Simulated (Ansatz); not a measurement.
# Mn (P6_3/mmc) in Ansatz: notebook

One crystal, Mn, is run at these levels: PBEsol+D3(BJ), PBE+D4, PBE+D3(BJ), BLYP; tasks: relaxation of cell and atoms.

Everything below comes from runs of Ansatz 0.2.0. Logs are shortened: lines on timing, memory, paths and dates and some standing lists are left out, and cuts for length are marked.

## Step 1: Starting point

Symmetry: P6_3/mmc, No. 194, hexagonal system. The conventional cell has a = 2.484 Å, b = 2.484 Å, c = 4.026 Å, α = 90.00°, β = 90.00°, γ = 120.00°. Around Mn (site symmetry -6m2) lie 12 Mn at 2.47 to 2.48 Å.

This isn't the form of Mn at room conditions, which is a 58-atom cubic cell.

## Step 2: Relaxation of cell and atoms, PBEsol+D3(BJ), collinear spin, ferromagnetic start

Contents of input.yaml:

```yaml
crystal:
  lattice:
    - [2.4836457705, 0.0, 0.0]
    - [-1.2418228853, 2.1509003313, 0.0]
    - [0.0, 0.0, 4.026195]
  atoms:
    - { symbol: Mn, position: [0.3333333333, 0.6666666667, 0.25], spin: 4.0 }
    - { symbol: Mn, position: [0.6666666667, 0.3333333333, 0.75], spin: 4.0 }
hamiltonian:
  xc: pbesol
  pseudopotentials: { kind: paw }
  dispersion: d3bj
magnetization:
  spin_polarized: true
kpoints:
  mp_grid: { grid: [12, 12, 7] }
scf:
  occupations: { method: fermi_dirac, width: 0.05 }
output:
  forces: true
  stress: true
  eigenvalues: true
  write_density: true
  write_potential: true
  elf: true
  volumetric_format: npy
relax:
  f_tol: 0.01
  max_steps: 40
  cell: { stress_tol: 0.05 }
```

Potentials or basis: Ansatz PAW.

The run is started by

```bash
ansatz run input.yaml --threads 2 --pin off --max-ram 5632MiB --backend cpu --events-out ev --progress --plain --runs-dir out
```

The program printed:

```text
Warning: RAYON_NUM_THREADS=2 ignored (pool sized by the plan → 2); use --threads N
Engine: ansatz 0.2.0, x86_64-unknown-linux-gnu
Pseudopotentials: kind: paw
Pseudopotential: Mn, paw, valence charge 15, recommended cutoff 420 eV (normal), Mn.paw.azcp
Functional definition: PBEsol
  exchange = pbesol_x
  correlation = pbesol_c
Crystal: 2 atoms, lattice volume = 21.508 Å³
Basis set: ecut = 420 eV, 391 PW (Γ), exchange–correlation on 36×36×54 points (8 copies of the dense FFT grid, shifted against one another)
Bands: 23, of which v1, the nominal top of the filled ones, is band 15 counted from 1 (14 counted from 0)
Symmetry: 24 space group operations
Space group: P63/mmc (ITA 194), of the structure as read, at distance tolerance 2.8e-5 Å
Magnetic group: BNS 194.263 (UNI 1493), of the structure as read, at distance tolerance 2.8e-5 Å
k-points: 76 of 1008
Non-local potential: Mn, projectors of the file, l = 0: 3, l = 1: 2, l = 2: 3, l = 3: 1
PAW form: soft (Blöchl's): semilocal exchange-correlation on the pseudo side does not see the compensation charge
PAW frozen core: Mn, regenerated for the run's functional, and the local potential with it (the file was generated under x = pbe(κ = 0.804, μ = 0.2195149727645171), c = pbe(β = 0.06672455060314922))
PAW one-centre angular grid: Mn, 590 points (default); XC on 64 Gauss nodes
Initial density: superposition of atomic densities (chi_scale 0.1, normalization cell)
Starting moments: Σ|m| = 8 μB on 2 of 2 sites
Initial wavefunctions: pseudopotential atomic-orbital guess
Functional: x = pbesol(κ = 0.804, μ = 0.12345679012345678), c = pbesol(β = 0.046)
SCF iter   1: F=—  HF=-7734.600923 eV  |F-HF|=—  |Δ(HF+E_count)|=         —  Δρ=1.54e-1 (↑1.54e-1 ↓5.78e-2)  dr2=2.48e0  dr2_m=1.91e0  M=5.874 μB ∫|m|=5.888 μB  β_m=0.30  ethr=3.10e-3  ⟨swp⟩=3.7  Hψ=12382  notcnv=0
Mixer restart at iter 1: flushing history
preconditioner: auto → none  [metal: Δε(μ)=0.018 eV  Ē_g=9.880 eV  σ=0.050 eV  W_gap=0.09  n_scr=2 (ndim 8)  ℏωp=30.0 eV  f_vac=0.000  D(μ)=3.09/eV (n_scr^D=42)  sad-step TF]
SCF iter   2: F=—  HF=-7734.360763 eV  |F-HF|=—  |Δ(HF+E_count)|=   2.40e-1  Δρ=8.38e-2 (↑8.38e-2 ↓5.03e-2)  dr2=4.17e-1  dr2_m=8.27e-1  M=5.853 μB ∫|m|=5.868 μB  β_m=0.48  ethr=3.10e-3  ⟨swp⟩=2.5  Hψ=6328  notcnv=0  defer=230
SCF iter   3: F=—  HF=-7735.956073 eV  |F-HF|=—  |Δ(HF+E_count)|=    1.60e0  Δρ=5.82e-2 (↑5.82e-2 ↓4.46e-2)  dr2=5.03e-2  dr2_m=5.15e-1  M=5.234 μB ∫|m|=5.257 μB  β_m=0.44  ethr=1.39e-3  ⟨swp⟩=2.0  Hψ=4373  notcnv=0  defer=232
SCF iter   4: F=—  HF=-7741.087884 eV  |F-HF|=—  |Δ(HF+E_count)|=         —  Δρ=3.10e-1 (↑3.10e-1 ↓2.49e-1)  dr2=6.57e-1  dr2_m=1.53e1  M=0.325 μB ∫|m|=0.362 μB  β_m=1.00  ethr=1.68e-4  ⟨swp⟩=2.3  Hψ=5187  notcnv=0  defer=232
Mixer restart at iter 4: flushing history
SCF iter   5: F=—  HF=-7739.665133 eV  |F-HF|=—  |Δ(HF+E_count)|=    1.42e0  Δρ=9.57e-2 (↑8.03e-2 ↓9.57e-2)  dr2=4.25e0  dr2_m=1.32e-2  M=0.236 μB ∫|m|=0.242 μB  β_m=0.74  ethr=1.67e-4  ⟨swp⟩=4.2  Hψ=9823  notcnv=0  defer=244
SCF iter   6: F=—  HF=-7741.967491 eV  |F-HF|=—  |Δ(HF+E_count)|=    2.30e0  Δρ=1.48e-1 (↑1.48e-1 ↓1.22e-1)  dr2=9.94e0  dr2_m=3.93e-2  M=0.048 μB ∫|m|=0.055 μB  β_m=0.51  ethr=1.67e-4  ⟨swp⟩=4.0  Hψ=11745  notcnv=0  defer=194  recentre
SCF iter   7: F=—  HF=-7738.235664 eV  |F-HF|=—  |Δ(HF+E_count)|=    3.73e0  Δρ=1.09e-2 (↑1.06e-2 ↓1.09e-2)  dr2=2.27e-4  dr2_m=2.27e-2  M=0.075 μB ∫|m|=0.080 μB  β_m=0.76  ethr=1.67e-4  ⟨swp⟩=4.1  Hψ=10541  notcnv=0  defer=352
SCF iter   8: F=—  HF=-7738.234868 eV  |F-HF|=—  |Δ(HF+E_count)|=   7.95e-4  Δρ=6.09e-3 (↑5.18e-3 ↓6.09e-3)  dr2=1.47e-4  dr2_m=6.25e-3  M=0.034 μB ∫|m|=0.037 μB  β_m=0.88  ethr=7.56e-7  ⟨swp⟩=2.5  Hψ=7509  notcnv=0  defer=278
SCF iter   9: F=—  HF=-7738.234586 eV  |F-HF|=—  |Δ(HF+E_count)|=   2.82e-4  Δρ=1.22e-3 (↑2.40e-4 ↓1.22e-3)  dr2=2.07e-4  dr2_m=7.80e-5  M=-0.005 μB ∫|m|=0.005 μB  β_m=0.88  ethr=4.91e-7  ⟨swp⟩=2.1  Hψ=6031  notcnv=0  defer=280
SCF iter  10: F=—  HF=-7738.234515 eV  |F-HF|=—  |Δ(HF+E_count)|=   7.11e-5  Δρ=3.59e-5 (↑2.82e-5 ↓3.59e-5)  dr2=1.44e-7  dr2_m=1.16e-7  M=-0.000 μB ∫|m|=0.000 μB  β_m=0.85  ethr=4.91e-7  ⟨swp⟩=2.3  Hψ=4736  notcnv=0  defer=278
SCF iter  11: F=—  HF=-7738.234514 eV  |F-HF|=—  |Δ(HF+E_count)|=   1.32e-6  Δρ=1.58e-5 (↑1.51e-5 ↓1.58e-5)  dr2=1.37e-7  dr2_m=4.08e-9  M=-0.000 μB ∫|m|=0.000 μB  β_m=0.92  ethr=4.79e-10  ⟨swp⟩=2.1  Hψ=5602  notcnv=0  defer=278
SCF iter  12: F=—  HF=-7738.234514 eV  |F-HF|=—  |Δ(HF+E_count)|=   6.33e-8  Δρ=4.94e-6 (↑4.94e-6 ↓1.72e-6)  dr2=3.19e-9  dr2_m=1.70e-9  M=-0.000 μB ∫|m|=0.000 μB  β_m=0.96  ethr=4.56e-10  ⟨swp⟩=2.1  Hψ=4502  notcnv=0  defer=278
SCF iter  13: F=—  HF=-7738.234514 eV  |F-HF|=—  |Δ(HF+E_count)|=  9.41e-10  Δρ=4.16e-7 (↑1.29e-7 ↓4.16e-7)  dr2=3.39e-11  dr2_m=6.72e-12  M=-0.000 μB ∫|m|=0.000 μB  β_m=0.93  ethr=1.06e-11  ⟨swp⟩=2.2  Hψ=5028  notcnv=0  defer=278
SCF iter  14: F=-7738.234514 eV  HF=-7738.234514 eV  |F-HF|=9.09e-13  |Δ(HF+E_count)|=  9.09e-12  Δρ=2.74e-8 (↑2.21e-8 ↓2.74e-8)  dr2=1.06e-13  dr2_m=3.51e-14  M=-0.000 μB ∫|m|=0.000 μB  ethr=1.00e-12  ⟨swp⟩=8.8  Hψ=16809  notcnv=0
[... 64 lines left out ...]
SCF iter   3: F=—  HF=-7738.303992 eV  |F-HF|=—  |Δ(HF+E_count)|=   3.31e-9  Δρ=5.66e-6 (↑5.66e-6 ↓5.65e-6)  dr2=6.92e-9  dr2_m=5.04e-14  M=0.000 μB ∫|m|=0.000 μB  β_m=0.49  ethr=6.64e-11  ⟨swp⟩=2.3  Hψ=5107  notcnv=0
SCF iter   4: F=—  HF=-7738.303992 eV  |F-HF|=—  |Δ(HF+E_count)|=  3.31e-10  Δρ=9.82e-7 (↑9.82e-7 ↓9.80e-7)  dr2=1.98e-10  dr2_m=9.68e-15  M=0.000 μB ∫|m|=0.000 μB  β_m=0.74  ethr=2.31e-11  ⟨swp⟩=2.9  Hψ=5750  notcnv=0
SCF iter   5: F=—  HF=-7738.303992 eV  |F-HF|=—  |Δ(HF+E_count)|=  4.93e-10  Δρ=1.67e-7 (↑1.65e-7 ↓1.67e-7)  dr2=1.67e-11  dr2_m=5.11e-16  M=0.000 μB ∫|m|=0.000 μB  β_m=0.80  ethr=1.00e-12  ⟨swp⟩=2.5  Hψ=4438  notcnv=0
SCF iter   6: F=—  HF=-7738.303992 eV  |F-HF|=—  |Δ(HF+E_count)|=  5.00e-11  Δρ=8.22e-8 (↑8.08e-8 ↓8.22e-8)  dr2=3.87e-12  dr2_m=1.41e-16  M=0.000 μB ∫|m|=0.000 μB  β_m=0.90  ethr=1.00e-12  ⟨swp⟩=1.0  Hψ=3496  notcnv=0
SCF iter   7: F=-7738.303992 eV  HF=-7738.303992 eV  |F-HF|=1.82e-12  |Δ(HF+E_count)|=  1.46e-11  Δρ=4.83e-8 (↑4.83e-8 ↓4.83e-8)  dr2=1.36e-12  dr2_m=1.74e-18  M=-0.000 μB ∫|m|=0.000 μB  ethr=1.00e-12  ⟨swp⟩=4.0  Hψ=14122  notcnv=0
the starting moments were not kept: the SCF closed with an absolute magnetisation of 2.1e-9 μB, where they sum to 8 μB in size (2 sites). That is at most 0.1 of that sum. Measured as dr2_m measures the in/out step, that magnetisation stands 1.4e-18 eV from none, at or under the dr2_threshold of 2.0e-11 eV: it is no larger than a step whose dr2_m would equal this threshold.
SCF 5 converged in 7 iterations: F = -7738.303992 eV  dr2 = 1.36e-12
relax step   5: F+E_penalty+E_count = -7738.30399177 eV  Δ(F+E_penalty+E_count) = +2.355e-4 eV  max|allowed force component| = 1.446e-17 eV/Å  Δτ_max = 0.0000 Å  P = -0.023 GPa  Ω = 20.266 Å³  stress off target by 4.13e-2 GPa  SCF on the basis re-selected at this cell (its energy is not comparable with the rows above)  (7 SCF iters)
basis re-selected at this cell: Δ(F+E_penalty+E_count) = +2.355e-4 eV, ΔP = -0.004 GPa vs the last step (what re-selecting the basis moved, of the pressure what is left beyond the Pulay correction that the steps carried, after the strain that the cell walked since its last selection, with what the two solves' SCF thresholds leave and, on support functions, any second-order correction that the steps lacked; it is no measure of the basis error at this ecutwfc). This SCF's stress stands 4.13e-2 GPa from its target on what of the cell is left free (relax.cell.stress_tol is 5.00e-2 GPa) and its largest allowed force component is 1.45e-17 eV/Å (relax.f_tol is 1.00e-2 eV/Å): within both
SCF converged after 7 iterations
Magnetization: -0.0000 μB (15.0000 up, 15.0000 down)
Absolute magnetization: 0.0000 μB (∫|ρ↑−ρ↓|, with the PAW one-centre terms)
Spin contamination: 0.0000 ħ² per cell (⟨S²⟩ above its minimum at these occupations)
Per-site moments (μB) at R_I (Å): [(-7.847462154593996e-10, 0.999128648108877), (-7.847464426930166e-10, 0.999128648108877)]
Free energy (F): -7738.303992 eV
Harris-Foulkes:  -7738.303992 eV  (|F-HF|=1.82e-12)
Internal energy: -7738.283861 eV  (E = F + TS)
E sigma→0 (E₀):  -7738.293927 eV
Entropy (-TS):   -0.020130 eV (-10.065 meV/atom)
Fermi energy:    21.461198 eV
--- Per-component energies (eV) ---
  E_band       = -275.914878
  E_kinetic    = 621.410292
  E_local      = -2999.475406  (includes V_loc(G=0)·N_el)
  E_nonlocal   = 474.667940
  E_hartree    = 1254.168286
  E_xc         = -232.046325
  E_vxc        = -298.596147  (∫ρ·V_xc dr)
  E_paw        = -2532.394522  (= ΣΔE_a)
  E_vpaw       = -582.258026  (= ΣTr[D̂ρ^β])
  E_aug_tail   = -0.000019  (compensation charges beyond the density's cutoff)
  E_ewald      = -4324.192446
  E_disp       = -0.760961  (pairwise vdW)
  E_core_change = 0.339301  (= ΣΔE_core)
  E_smearing   = -0.020130  (= −TS)
  E_closure    = 0.000000  (closes the sum)
  Σ components = -7738.303992   (vs F -7738.303992, Δ=0.00e0)
--- Forces (eV/Å), atoms counted from 1 ---
  atom   1  Mn     0.00000000     0.00000000    -0.00000000
  atom   2  Mn    -0.00000000    -0.00000000     0.00000000
  max |Σ_I F_I| component: 2.31e-18 eV/Å
--- Stress (GPa, compression-positive) ---
       -0.014477       0.000000       0.000000
        0.000000      -0.014477      -0.000000
        0.000000      -0.000000      -0.041338
  P = ⅓ Tr σ = -0.0234 GPa (-0.234 kbar)
--- Band table (eV; the first three rows and the last of 152) ---
  k-point 0 ↑: bands = ["-57.4683", "-57.2605", "-26.7285", "-25.9110", "-25.9110", "-25.7844", "-25.7844", "-25.7726", "12.9673", "16.7038", "20.4020", "20.4223", "20.4223", "20.9433", "20.9433", "21.5196", "21.5196", "22.2415", "23.2340", "23.2340", "31.3944", "42.5701", "45.9407"]
  k-point 1 ↑: bands = ["-57.4582", "-57.2709", "-26.6826", "-25.9048", "-25.9048", "-25.8216", "-25.7907", "-25.7907", "13.1973", "16.6832", "20.3107", "20.3488", "20.3488", "20.8533", "20.8533", "21.6408", "21.7112", "21.7112", "23.2248", "23.2248", "32.3464", "42.3245", "45.5514"]
  k-point 2 ↑: bands = ["-57.4296", "-57.3000", "-26.5535", "-25.9578", "-25.8873", "-25.8873", "-25.8083", "-25.8083", "13.8558", "16.4954", "20.0782", "20.2603", "20.2603", "20.5301", "20.6416", "20.6416", "22.1282", "22.1282", "23.1499", "23.1499", "34.6022", "41.6639", "44.3636"]
  k-point 75 ↓: bands = ["-57.2193", "-57.2193", "-26.5204", "-26.5204", "-26.3629", "-26.2975", "-25.9459", "-25.9459", "18.3529", "18.4593", "18.4593", "18.5821", "19.7615", "19.7615", "21.3638", "21.6905", "23.2981", "23.2981", "29.6891", "29.6891", "30.8094", "32.1031", "34.3805"]
--- Relaxed structure (4 steps of the walk, 4 accepted, 1 SCFs on fresh bases) ---
  F+E_penalty+E_count = -7738.30399177 eV   max|allowed force component| = 1.446e-17 eV/Å   (the final SCF, on the basis selected at the relaxed cell)
  cell:  # Å, volume = 20.2660 Å³
    - [2.435814536300305, 2.831160672021121e-11, -1.1466669606911045e-33]
    - [-1.2179072681746712, 2.1094772673293214, -2.2492150222023687e-35]
    - [-2.2306102610387487e-33, -1.1153051305193744e-33, 3.9441010077661662]
  atoms:
    - { symbol: Mn, position: [0.3333333333333333, 0.6666666666666666, 0.24999999999999997] }
    - { symbol: Mn, position: [0.6666666666666666, 0.33333333333333326, 0.7499999999999999] }
```

Wall time 37 s (2 threads of Intel Xeon at 2.50GHz (Skylake/Cascade Lake), shared host); peak memory 0.38 GiB.

What came out:

```
Free energy                            : -7738.3040 eV
Relaxed volume                         : 10.13 Å³/atom
Relaxed cell                           : a = 2.436 Å, b = 2.436 Å, c = 3.944 Å, α = 90.00°, β = 90.00°, γ = 120.00°
Space group after relaxing (to 0.05 Å) : P6_3/mmc (No. 194)
Energy gained by relaxing              : 34.7 meV/atom
Ionic steps                            : 5
Pressure after relaxing                : 0.0 GPa
Band gap on the k mesh                 : none (metal or under the smearing width)
Net moment                             : 0.00 μB per cell
Absolute moment                        : 0.00 μB per cell
```

The path:
```tsv
step	energy change (eV)	largest force (eV/Å)	volume (Å³)
1	0.0000	0.0000	21.51
2	-0.0626	0.0000	20.65
3	-0.0696	0.0000	20.22
4	-0.0697	0.0000	20.27
5	-0.0695	0.0000	20.27
```

Final structure:
```
Mn
1.0
     2.43581    0.00000    0.00000
    -1.21791    2.10948    0.00000
     0.00000    0.00000    3.94410
Mn
2
Direct
  0.33333 0.66667 0.25000
  0.66667 0.33333 0.75000
```

Caveat: the starting moments collapsed, and a magnetic state may lie lower; the plane-wave basis is chosen anew once the cell has moved, so the energies of steps on either side of that aren't comparable; pairwise dispersion overbinds metals, which lowers pressure and volume; the PAW data sets come from PBE, with cores solved anew for the run's functional, which leaves a small shift of forces and pressure; the starting moments weren't kept.

## Step 3: Relaxation of cell and atoms, PBE+D4, collinear spin, ferromagnetic start

Edit input.yaml of step 2 so:

```diff
@@ -9,5 +9,5 @@
 hamiltonian:
-  xc: pbesol
+  xc: pbe
   pseudopotentials: { kind: paw }
-  dispersion: d3bj
+  dispersion: d4
 magnetization:
```

Potentials or basis: Ansatz PAW.

The run is started by

```bash
ansatz run input.yaml --threads 2 --pin off --max-ram 5632MiB --backend cpu --events-out ev --progress --plain --runs-dir out
```

The program printed:

```text
Warning: RAYON_NUM_THREADS=2 ignored (pool sized by the plan → 2); use --threads N
Engine: ansatz 0.2.0, x86_64-unknown-linux-gnu
Pseudopotentials: kind: paw
Pseudopotential: Mn, paw, valence charge 15, recommended cutoff 420 eV (normal), Mn.paw.azcp
Functional definition: PBE
  parameter kappa = 0.804
  parameter beta = 0.06672455060314922
  exchange = pbe_x(kappa = kappa, mu = beta*pi^2/3)
  correlation = pbe_c(beta = beta)
Crystal: 2 atoms, lattice volume = 21.508 Å³
[... 131 lines left out ...]
        0.007042       0.000000       0.000000
        0.000000       0.007042       0.000000
        0.000000       0.000000      -0.005330
  P = ⅓ Tr σ = 0.0029 GPa (0.029 kbar)
--- Band table (eV; the first three rows and the last of 152) ---
  k-point 0 ↑: bands = ["-58.4323", "-58.2551", "-27.5214", "-26.8027", "-26.8027", "-26.6903", "-26.6903", "-26.6800", "12.4170", "16.1826", "19.7379", "19.7642", "19.7642", "20.2539", "20.2539", "20.8034", "20.8034", "21.4627", "22.4223", "22.4223", "30.2526", "41.6046", "44.9093"]
  k-point 1 ↑: bands = ["-58.4237", "-58.2640", "-27.4810", "-26.7971", "-26.7971", "-26.7230", "-26.6959", "-26.6959", "12.6398", "16.1520", "19.6516", "19.6949", "19.6949", "20.1695", "20.1695", "20.8773", "20.9839", "20.9839", "22.4126", "22.4126", "31.1982", "41.3751", "44.4656"]
  k-point 2 ↑: bands = ["-58.3993", "-58.2888", "-27.3671", "-26.8427", "-26.7816", "-26.7816", "-26.7115", "-26.7115", "13.2793", "15.9325", "19.4308", "19.6113", "19.6113", "19.8156", "19.9704", "19.9704", "21.3766", "21.3766", "22.3402", "22.3402", "33.4360", "40.6919", "43.1908"]
  k-point 75 ↓: bands = ["-58.2198", "-58.2198", "-27.3389", "-27.3389", "-27.2003", "-27.1430", "-26.8340", "-26.8340", "17.7906", "17.8892", "17.8892", "17.9976", "19.1073", "19.1073", "20.6540", "20.9655", "22.4786", "22.4786", "28.6635", "28.6635", "29.7587", "31.0290", "33.2095"]
--- Relaxed structure (4 steps of the walk, 4 accepted, 1 SCFs on fresh bases) ---
  F+E_penalty+E_count = -7798.38755809 eV   max|allowed force component| = 1.619e-17 eV/Å   (the final SCF, on the basis selected at the relaxed cell)
  cell:  # Å, volume = 21.0046 Å³
    - [2.4647539609633995, 2.864796958882637e-11, 5.733334801483007e-35]
    - [-1.2323769805065097, 2.1345395442582986, -1.468578614574194e-33]
    - [3.7176837683979135e-34, -2.695320732088488e-33, 3.9924322780745722]
  atoms:
    - { symbol: Mn, position: [0.33333333333333326, 0.6666666666666666, 0.24999999999999997] }
    - { symbol: Mn, position: [0.6666666666666666, 0.3333333333333333, 0.7499999999999999] }
```

It took 37 s on 2 threads of Intel Xeon at 2.50GHz (Skylake/Cascade Lake), shared host; peak memory 0.38 GiB.

What came out:

```yaml
Free_energy: -7798.3876 eV
Relaxed_volume: 10.50 Å³/atom
Relaxed_cell: a = 2.465 Å, b = 2.465 Å, c = 3.992 Å, α = 90.00°, β = 90.00°, γ = 120.00°
Space_group_after_relaxing_to_0.05_Å: P6_3/mmc (No. 194)
Energy_gained_by_relaxing: 5.4 meV/atom
Ionic_steps: 5
Pressure_after_relaxing: 0.0 GPa
Band_gap_on_the_k_mesh: none (metal or under the smearing width)
Net_moment: 0.00 μB per cell
Absolute_moment: 0.00 μB per cell
```

The path:
```tsv
step	energy change (eV)	largest force (eV/Å)	volume (Å³)
1	0.0000	0.0000	21.51
2	-0.0097	0.0000	21.17
3	-0.0109	0.0000	21.00
4	-0.0109	0.0000	21.00
5	-0.0107	0.0000	21.00
```

Final structure:
```
CELL_PARAMETERS angstrom
2.46475 0.00000 0.00000
-1.23238 2.13454 0.00000
0.00000 0.00000 3.99243
ATOMIC_POSITIONS crystal
Mn 0.33333 0.66667 0.25000
Mn 0.66667 0.33333 0.75000
```

Levels at points of the mesh, in eV from the Fermi level:
Spin up:
| k point | band 11 | band 12 | band 13 | band 14 | band 15 | band 16 | band 17 | band 18 | band 19 | band 20 |
| --- | --- | --- | --- | --- | --- | --- | --- | --- | --- | --- |
| (0.00, 0.00, 0.00) | -1.00 | -0.98 | -0.98 | -0.49 | -0.49 | 0.06 | 0.06 | 0.72 | 1.68 | 1.68 |
| (0.00, -0.50, 0.00) | -3.81 | -1.38 | -1.19 | -0.96 | -0.43 | 1.90 | 2.05 | 2.12 | 3.70 | 5.84 |
Spin down:
| k point | band 11 | band 12 | band 13 | band 14 | band 15 | band 16 | band 17 | band 18 | band 19 | band 20 |
| --- | --- | --- | --- | --- | --- | --- | --- | --- | --- | --- |
| (0.00, 0.00, 0.00) | -1.00 | -0.98 | -0.98 | -0.49 | -0.49 | 0.06 | 0.06 | 0.72 | 1.68 | 1.68 |
| (0.00, -0.50, 0.00) | -3.81 | -1.38 | -1.19 | -0.96 | -0.43 | 1.90 | 2.05 | 2.12 | 3.70 | 5.84 |

Caveat: the starting moments collapsed, and a magnetic state may lie lower; the plane-wave basis is chosen anew once the cell has moved, so the energies of steps on either side of that aren't comparable; pairwise dispersion overbinds metals, which lowers pressure and volume; the starting moments weren't kept.

(Continued in part 2 of 2.)
